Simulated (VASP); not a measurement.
# NaCl (Fm-3m) in VASP: further runs

One crystal, NaCl, is run at these levels: r2SCAN, LDA; tasks: relaxation of cell and atoms, relaxation of the atoms.

Program: VASP 6.6.1. These are calculated values, not measurements. Logs are shortened: lines on timing, memory, paths and dates and some standing lists are left out, and cuts for length are marked.

### 1 The crystal as given

It takes space group Fm-3m (No. 225, cubic). The conventional cell has a = 5.155 Å, b = 5.155 Å, c = 5.155 Å, α = 90.00°, β = 90.00°, γ = 90.00°. Around Na (site symmetry m-3m) lie 6 Cl at 2.58 Å. Cl (site symmetry m-3m) has 6 Na at 2.58 Å as nearest neighbours.

### 2 Relaxation of cell and atoms, r2SCAN, target pressure 12 GPa, at which the enthalpy is minimised

File INCAR:

```
PREC = Accurate
ENCUT = 600
EDIFF = 1E-7
ISMEAR = 0
SIGMA = 0.03
LREAL = False
LASPH = True
NELM = 80
ALGO = Normal
ISIF = 3
LWAVE = False
LCHARG = False
METAGGA = R2SCAN
LMIXTAU = True
IBRION = 2
NSW = 90
EDIFFG = -0.005
PSTRESS = 120.0
```

File KPOINTS:

```
Automatic mesh
0
Gamma
  8 8 8
```

File POSCAR:

```
NaCl                                    
1.0
    0.0000000000      2.5776824133      2.5776824133
    2.5776824133      0.0000000000      2.5776824133
    2.5776824133      2.5776824133      0.0000000000
  Na              Cl            
     1     1
Direct
     1.0000000000000000    0.0000000000000000    1.0000000000000000
     0.5000000000000000    0.5000000000000000    0.5000000000000000
```

Potentials or basis: VASP PAW PBE potentials, release 64 (Na_pv, Cl).

On the command line:

```bash
$ cat potpaw_PBE.64/Na_pv/POTCAR potpaw_PBE.64/Cl/POTCAR > POTCAR
$ mpirun -np 1 vasp_std > vasp.out
```

OUTCAR:

```text
PREC = Accurate
   ENCUT = 600
   EDIFF = 1E-7
   ISMEAR = 0
   LREAL = False
   LASPH = True
   NELM = 80
   ISIF = 3
   METAGGA = R2SCAN
   IBRION = 2
   NSW = 90
   EDIFFG = -0.005
   PSTRESS = 120.0

 ion  position               nearest neighbor table
   1  0.000  0.000  0.000-   2 2.58   2 2.58   2 2.58   2 2.58   2 2.58   2 2.58
   2  0.500  0.500  0.500-   1 2.58   1 2.58   1 2.58   1 2.58   1 2.58   1 2.58

  LATTYP: Found a face centered cubic cell.
 ALAT       =     5.1553648266

  Lattice vectors:

 A1 = (   0.0000000000,   2.5776824133,   2.5776824133)
 A2 = (   2.5776824133,   0.0000000000,   2.5776824133)
 A3 = (   2.5776824133,   2.5776824133,   0.0000000000)

Analysis of symmetry for initial positions (statically):
=====================================================================
 Subroutine PRICEL returns:
 Original cell was already a primitive cell.

 Routine SETGRP: Setting up the symmetry group for a
 face centered cubic supercell.

 Subroutine GETGRP returns: Found 48 space group operations
 (whereof 48 operations were pure point group operations)
 out of a pool of 48 trial point group operations.

The static configuration has the point symmetry O_h .

Analysis of symmetry for dynamics (positions and initial velocities):
=====================================================================
 Subroutine PRICEL returns:
 Original cell was already a primitive cell.

 Routine SETGRP: Setting up the symmetry group for a
 face centered cubic supercell.

 Subroutine GETGRP returns: Found 48 space group operations
 (whereof 48 operations were pure point group operations)
 out of a pool of 48 trial point group operations.

The dynamic configuration has the point symmetry O_h .

 Subroutine INISYM returns: Found 48 space group operations
 (whereof 48 operations are pure point group operations),
 and found     1 'primitive' translations

----------------------------------------------------------------------------------------

                                     Primitive cell

  volume of cell :      34.2545

  direct lattice vectors                    reciprocal lattice vectors
     0.000000000  2.577682413  2.577682413    -0.193972693  0.193972693  0.193972693
     2.577682413  0.000000000  2.577682413     0.193972693 -0.193972693  0.193972693
     2.577682413  2.577682413  0.000000000     0.193972693  0.193972693 -0.193972693

  length of vectors
     3.645393428  3.645393428  3.645393428     0.335970560  0.335970560  0.335970560

  position of ions in fractional coordinates (direct lattice)
     0.000000000  0.000000000  0.000000000
     0.500000000  0.500000000  0.500000000

  ion indices of the primitive-cell ions
   primitive index   ion index
                 1           1
                 2           2

----------------------------------------------------------------------------------------

 KPOINTS: Automatic mesh

Automatic generation of k-mesh.
 Grid dimensions read from file:
 generate k-points for:    8    8    8

 Generating k-lattice:

  Cartesian coordinates                     Fractional coordinates (reciprocal lattice)
    -0.024246587  0.024246587  0.024246587     0.125000000  0.000000000  0.000000000
     0.024246587 -0.024246587  0.024246587     0.000000000  0.125000000  0.000000000
     0.024246587  0.024246587 -0.024246587     0.000000000  0.000000000  0.125000000

  Length of vectors
     0.041996320  0.041996320  0.041996320

  Shift w.r.t. Gamma in fractional coordinates (k-lattice)
     0.000000000  0.000000000  0.000000000

 Subroutine IBZKPT returns following result:
 ===========================================

 Found     29 irreducible k-points:

 Following reciprocal coordinates:
            Coordinates               Weight
  0.000000  0.000000  0.000000      1.000000
  0.125000  0.000000  0.000000      8.000000
  0.250000  0.000000  0.000000      8.000000
  0.375000  0.000000  0.000000      8.000000
  0.500000  0.000000  0.000000      4.000000
  0.125000  0.125000  0.000000      6.000000
[... 16 lines left out ...]
  0.500000  0.250000  0.125000     48.000000
 -0.375000  0.250000  0.125000     24.000000
 [... further k-points ...]
   k-points           NKPTS =     29   k-points in BZ     NKDIM =     29   number of bands    NBANDS=     11
   number of dos      NEDOS =    301   number of ions     NIONS =      2
   total plane-waves  NPLWV =  27000
   dimension x,y,z NGX =    30 NGY =   30 NGZ =   30
   dimension x,y,z NGXF=    60 NGYF=   60 NGZF=   60
   ions per type =               1   1
   NGX,Y,Z   is equivalent  to a cutoff of  13.68, 13.68, 13.68 a.u.
   NGXF,Y,Z  is equivalent  to a cutoff of  27.36, 27.36, 27.36 a.u.
 SYSTEM =  unknown system
   PREC   = accura    normal or accurate (medium, high low for compatibility)
   ISTART =      0    job   : 0-new  1-cont  2-samecut
   ICHARG =      2    charge: 1-file 2-atom 10-const
   ISPIN  =      1    spin polarized calculation?
   LNONCOLLINEAR =      F non collinear calculations
   LSORBIT =      F    spin-orbit coupling
   LASPH  =      T    aspherical Exc in radial PAW
   ENCUT  =  600.0 eV  44.10 Ry    6.64 a.u.   7.28  7.28  7.28*2*pi/ulx,y,z
   NELM   =     80;   NELMIN=  2; NELMDL= -5     # of ELM steps
   EDIFF  = 0.1E-06   stopping-criterion for ELM
   LREAL  =      F    real-space projection
   EDIFFG = -.5E-02   stopping-criterion for IOM
   NSW    =     90    number of steps for IOM
   IBRION =      2    ionic relax: 0-MD 1-quasi-New 2-CG
   NFREE  =      1    steps in history (QN), initial steepest desc. (CG)
   ISIF   =      3    stress and relaxation
   ISYM   =      2    0-nonsym 1-usesym 2-fastsym
   POTIM  = 0.5000    time-step for ionic-motion
   TEBEG  =    0.0;   TEEND  =   0.0 temperature during run
   PSTRESS=  120.0 pullay stress
   NELECT =      14.0000    total number of electrons
   NUPDOWN=      -1.0000    fix difference up-down
   EMIN   =  10.00;   EMAX   =-10.00  energy-range for DOS
   EFERMI =   0.00;   METHOD = LEGACY
   ISMEAR =     0;   SIGMA  =   0.03  broadening in eV -4-tet -1-fermi 0-gaus
   EFERMI_NEDOS =   21; number of points for ismear=-14 and -15
   IALGO  =     38    algorithm
   IMIX   =      4    mixing-type and parameters
     AMIX     =   0.40;   BMIX     =  1.00
     AMIX_MAG =   1.60;   BMIX_MAG =  1.00
  volume/ion in A,a.u.               =      17.13       115.58
  Fermi-wavevector in a.u.,A,eV,Ry     =   1.214912  2.295851 20.082346  1.476011
  Thomas-Fermi vector in A             =   2.350316
   LORBIT       =      0    0 simple, 1 ext, 2 COOP (PROOUT), +10 PAW based schemes
   METAGGA = R2SCAN    functional components
   LHFCALC =     F    Hartree Fock is set to
   AEXX    =    0.0000 exact exchange contribution
   IVDW    =     0    specifies the selected vdW correction
   LEPSILON=     F    determine dielectric tensor
   LRPA    =     F    only Hartree local field effects (RPA)
 conjugate gradient relaxation of ions
 non-spin polarized calculation
 Gauss-broadening in eV      SIGMA  =   0.03
  energy-cutoff  :      600.00
  volume of cell :       34.25
 maximum number of plane-waves:      1162
 NGX is ok and might be reduce to    30
   NGX = 15   NGY = 15   NGZ = 15

--------------------------------------- Ionic step        1  -------------------------------------------

 number of electron      13.9999994 magnetization

 Free energy of the ion-electron system (eV)
  ---------------------------------------------------
  ext. energy  EPLUGINS =         0.00000000
  ---------------------------------------------------
  free energy    TOTEN  =       -13.50666117 eV

  energy without entropy =      -13.50666117  energy(sigma->0) =      -13.50666117

------------------------ aborting loop because EDIFF is reached ----------------------------------------

  FORCE on cell =-STRESS in cart. coord.  units (eV):
  Direction    XX          YY          ZZ          XY          YZ          ZX
  --------------------------------------------------------------------------------------
  -------------------------------------------------------------------------------------
  Total        2.6258272      2.6258272      2.6258272      0.0000000      0.0000000     -0.0000000
  in kB      122.8170035    122.8170035    122.8170035      0.0000000      0.0000000     -0.0000000
  external PRESSURE =       2.8170035 kB  Pullay stress =     120.0000000 kB
[... 61 lines left out ...]
  enthalpy is  TOTEN    =       -10.9410684271 eV   P V=        2.5767975472

--------------------------------------- Ionic step        3  -------------------------------------------

 number of electron      13.9999996 magnetization

 Free energy of the ion-electron system (eV)
  ---------------------------------------------------
  ext. energy  EPLUGINS =         0.00000000
  ---------------------------------------------------
  free energy    TOTEN  =       -13.51608175 eV

  energy without entropy =      -13.51608175  energy(sigma->0) =      -13.51608175

 E-fermi :   0.9248     XC(G=0):  -9.9440

 val. band max:        0.6928901977   @ k =   0.0000   0.0000   0.0000
 cond. band min:       7.9659513342   @ k =   0.0000   0.0000   0.0000
 fundamental gap:      7.2730611365
 Fermi energy:         0.9247847720

 k-point     1 :       0.0000    0.0000    0.0000
  band No.  band energies     occupation
      1     -20.4932      2.00000
      2     -20.4928      2.00000
      3     -20.4928      2.00000
      4     -13.3197      2.00000
      5       0.6929      2.00000
      6       0.6929      2.00000
      7       0.6929      2.00000
      8       7.9660      0.00000
      9      12.5763      0.00000
     10      12.5763      0.00000
     11      12.5764      0.00000
[... 309 lines left out ...]
 k-point    24 :      -0.3750    0.2500    0.1250
  band No.  band energies     occupation
      1     -20.5702      2.00000
      2     -20.5159      2.00000
      3     -20.5044      2.00000
      4     -12.5371      2.00000
      5      -1.8099      2.00000
      6      -0.5321      2.00000
      7      -0.0022      2.00000
      8      10.3667      0.00000
      9      11.8504      0.00000
     10      13.2207      0.00000
     11      14.2234      0.00000

 [... further k-points ...]

------------------------ aborting loop because EDIFF is reached ----------------------------------------

  FORCE on cell =-STRESS in cart. coord.  units (eV):
  Direction    XX          YY          ZZ          XY          YZ          ZX
  --------------------------------------------------------------------------------------
  -------------------------------------------------------------------------------------
  Total        2.5748027      2.5748027      2.5748027      0.0000000     -0.0000000      0.0000000
  in kB      119.9911209    119.9911209    119.9911209      0.0000000     -0.0000000      0.0000000
  external PRESSURE =      -0.0088791 kB  Pullay stress =     120.0000000 kB
[... 17 lines left out ...]
  FREE ENERGIE OF THE ION-ELECTRON SYSTEM (eV)
  ---------------------------------------------------
  free  energy   TOTEN  =       -13.5160817489 eV

  energy  without entropy=      -13.5160817489  energy(sigma->0) =      -13.51608175

  enthalpy is  TOTEN    =       -10.9410884826 eV   P V=        2.5749932663

 reached required accuracy - stopping structural energy minimisation
```

It took 2.5 min on 1 thread of AMD EPYC 7R13 (Zen 3), shared host; peak memory 0.14 GiB.

Results:

```yaml
Free_energy: -13.5161 eV
Relaxed_volume: 17.19 Å³/atom
Relaxed_cell: a = 3.650 Å, b = 3.650 Å, c = 3.650 Å, α = 60.00°, β = 60.00°, γ = 60.00°
Space_group_after_relaxing_to_0.05_Å: Fm-3m (No. 225)
Energy_change_on_relaxing_the_enthalpy_is_what_falls: -4.7 meV/atom
Ionic_steps: 3
Pressure_after_relaxing: 12.0 GPa
Band_gap_on_the_k_mesh: 7.27 eV, direct
```

Step by step:
| step | energy change (eV) | largest force (eV/Å) | pressure (GPa) | volume (Å³) |
| --- | --- | --- | --- | --- |
| 1 | 0.0000 | 0.0000 | 12.28 | 34.25 |
| 2 | -0.0112 | 0.0000 | 11.95 | 34.40 |
| 3 | -0.0094 | 0.0000 | 12.00 | 34.38 |

Final structure:
```
CELL_PARAMETERS angstrom
0.00000 2.58082 2.58082
2.58082 0.00000 2.58082
2.58082 2.58082 0.00000
ATOMIC_POSITIONS crystal
Na 0.00000 0.00000 0.00000
Cl 0.50000 0.50000 0.50000
```

Caveat: the cell is relaxed towards a set pressure, so the enthalpy falls and the energy may rise; the PAW data sets were made with another functional, which shifts forces and pressure a little. Zero-point motion and thermal expansion aren't in these numbers.

(Continued in part 2 of 2.)
